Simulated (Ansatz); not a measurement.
# TePt: the cost of one run

Computed with Ansatz 0.2.0 (DFT PBEsol, scalar-relativistic, plane waves, PAW, unless a step's input says otherwise).

### 1 The structure to begin with

Symmetry: P6_3/mmc, No. 194, hexagonal system. Conventional cell: a = 4.223 Å, b = 4.223 Å, c = 5.542 Å, α = 90.00°, β = 90.00°, γ = 120.00°. Te (site symmetry -6m2) is surrounded by 6 Pt at 2.80 Å. Around Pt (site symmetry -3m) lie 2 Pt at 2.77 Å and 6 Te at 2.80 Å.

As a file:

```cif
data_structure
_symmetry_space_group_name_H-M 'P 1'
_symmetry_Int_Tables_number 1
_cell_length_a 4.2231
_cell_length_b 4.2231
_cell_length_c 5.5416
_cell_angle_alpha 90.000
_cell_angle_beta 90.000
_cell_angle_gamma 120.000
_cell_volume 85.59
loop_
_atom_site_label
_atom_site_type_symbol
_atom_site_fract_x
_atom_site_fract_y
_atom_site_fract_z
_atom_site_occupancy
Te1 Te 0.33333 0.66667 0.25000 1
Te2 Te 0.66667 0.33333 0.75000 1
Pt1 Pt 0.00000 0.00000 0.00000 1
Pt2 Pt 0.00000 0.00000 0.50000 1
```

This cell was relaxed beforehand with the same method: volume 21.40 Å³/atom, gap on the mesh none (metal).

The unstrained cell comes from an earlier run at this level (4 atoms, E(σ→0) -38571.4940 eV, gap none (metal)).

### 2 The cell strained by -1.0 %

input.yaml

```yaml
crystal:
  lattice:
    - [4.2231471745, 0.0, 0.0]
    - [-2.1115735872, 3.657352737, 0.0]
    - [0.0, 0.0, 5.4862327676]
  atoms:
    - { symbol: Te, position: [0.3333333333, 0.6666666667, 0.25] }
    - { symbol: Te, position: [0.6666666667, 0.3333333333, 0.75] }
    - { symbol: Pt, position: [0.0, 0.0, 0.0] }
    - { symbol: Pt, position: [0.0, 0.0, 0.5] }
basis:
  ecutwfc: 420
kpoints:
  mp_grid: { grid: [12, 12, 10] }
hamiltonian:
  xc: pbesol
scf:
  occupations: { method: gaussian, width: 0.1 }
output:
  forces: true
  stress: true
  eigenvalues: true
```

Command:

```sh
$ ansatz run input.yaml --threads 1 --pin off --max-ram 2560MiB --backend cpu --events-out ev --progress --plain --runs-dir out
```

Q: Estimate wall time and peak memory on 1 thread of Arm Neoverse V2, shared host.

About 16 s, with a peak of 0.53 GiB.
